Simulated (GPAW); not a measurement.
A run of GPAW 26.7.0:

run.py

```python
import numpy as np
from ase import Atoms
from ase.dft.bandgap import bandgap
from ase.io import write
from ase.units import Bohr
from gpaw import GPAW, PW
from gpaw.elf import elf_from_dft_calculation

atoms = Atoms(['Hg', 'Hg', 'Hg', 'Hg'],
              cell=[[3.3205578694, 0.0, 0.0],
                    [-1.4721436807, 3.0761348998, 0.0],
                    [0.0, 0.0, 23.1206091033]],
              scaled_positions=[[0.489988136, 0.4542386535, 0.3243859176],
                                [0.0681903655, 0.8651034197, 0.4421379029],
                                [0.4017740427, 0.4976125408, 0.5578620971],
                                [0.9799762721, 0.908477307, 0.6756140824]],
              pbc=True)
atoms.pbc = (True, True, False)

calc = GPAW(mode=PW(450),
            xc='PBE',
            kpts={'size': (9, 9, 1), 'gamma': True},
            occupations={'name': 'fermi-dirac', 'width': 0.05},
            nbands=38,
            convergence={'density': 1e-05, 'energy': 1e-05},
            maxiter=150,
            poissonsolver={'dipolelayer': 'xy'},
            txt='gpaw.txt')
atoms.calc = calc
energy = atoms.get_potential_energy()
forces = atoms.get_forces()
calc.write('gs.gpw')
write('result.traj', atoms)
print(f'Energy: {energy:.6f} eV')
print('Forces (eV/A):')
print(forces.round(4))
print('Fermi level:', round(calc.get_fermi_level(), 4), 'eV')
print(f'Gap: {bandgap(calc)[0]:.4f} eV, direct: {bandgap(calc, direct=True)[0]:.4f} eV')

v = calc.get_electrostatic_potential().mean(axis=(0, 1))
z = np.arange(len(v)) * atoms.cell[2, 2] / len(v)
ef = calc.get_fermi_level()
np.savetxt('planar.dat', np.c_[z, v], fmt='%.4f')
below, above = np.interp([1.5, atoms.cell[2, 2] - 1.5], z, v) - ef
print(f'Work functions: bottom {below:.4f} eV, top {above:.4f} eV')
print('Dipole moment:', *calc.get_dipole_moment().round(5), 'e A')

# fields on the real-space grid
write('density.cube', atoms, data=calc.get_pseudo_density() * Bohr**3)
write('potential.cube', atoms, data=calc.get_electrostatic_potential())
write('elf.cube', atoms, data=elf_from_dft_calculation(calc).data)
```

Potentials or basis: GPAW PAW data sets (gpaw-data 1.2.1), pw.

Run with:

```bash
$ OMP_NUM_THREADS=1 python run.py
```

Hardware: 1 thread of Intel(R) Xeon(R) 6975P-C (Granite Rapids), on a shared host.

**Question.** Estimate the wall time of this run.

**Answer.** Wall time 2.2 min on 1 thread of Intel(R) Xeon(R) 6975P-C (Granite Rapids), with other jobs on the host, peak memory 0.35 GiB. Counts: scf iterations 17, plane waves 5161, bands 38, k points 41.
